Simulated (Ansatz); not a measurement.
A (100) slab of WC (P-6m2 (No. 187)), 10 planes, outer planes C (top) and W (bottom), with 10 atoms (W5C5) in a surface cell of A = 8.319 Å², as cut from the bulk:

```yaml
crystal:
  lattice:
    - [2.84708, 0.00000, 0.00000]
    - [0.00000, 2.92177, 0.00000]
    - [0.00000, 0.00000, 26.80820]
  atoms:
    - { symbol: W, position: [0.00000, 0.50000, 0.27977] }
    - { symbol: C, position: [0.50000, 0.50000, 0.34269] }
    - { symbol: W, position: [0.00000, 0.00000, 0.37415] }
    - { symbol: C, position: [0.50000, 0.00000, 0.43708] }
    - { symbol: W, position: [0.00000, 0.50000, 0.46854] }
    - { symbol: C, position: [0.50000, 0.50000, 0.53146] }
    - { symbol: W, position: [0.00000, 0.00000, 0.56292] }
    - { symbol: C, position: [0.50000, 0.00000, 0.62585] }
    - { symbol: W, position: [0.00000, 0.50000, 0.65731] }
    - { symbol: C, position: [0.50000, 0.50000, 0.72023] }
```

Theory: DFT PBE, scalar-relativistic, plane waves, PAW in Ansatz 0.2.0. Cutoff 420 eV; k points 12×12×1 on the computed 10-atom cell (Γ-centred); Gaussian smearing, width 0.10 eV; no spin polarisation. The cell repeats along c with a dipole correction in the vacuum.

Against the same 10 atoms in the bulk, the slab as cut lies 7.782 eV higher and the relaxed slab 7.262 eV higher.

(1) Work out the surface energy before and after relaxation.

(2) What is the ideal work of this cut, per area?

Answers

(1) The slab has two faces, so γ = (E_slab − N·E_bulk)/(2A), the mean of both. As cut: 7.782/(2 × 8.319) = 0.4677 eV/Å², and 1 eV/Å² = 16.02 J/m², so γ = 7.49 J/m². Relaxed: 7.262/(2 × 8.319) = 0.4365 eV/Å² = 6.99 J/m². Relaxation recovers 7 % of the cost of cutting.

(2) Griffith's ideal work is 2γ: 14.99 J/m² if the new faces stay rigid, 13.98 J/m² if they relax. Other cuts parallel to this plane can cost less. One thickness was run, 10 planes, so γ can still shift with it.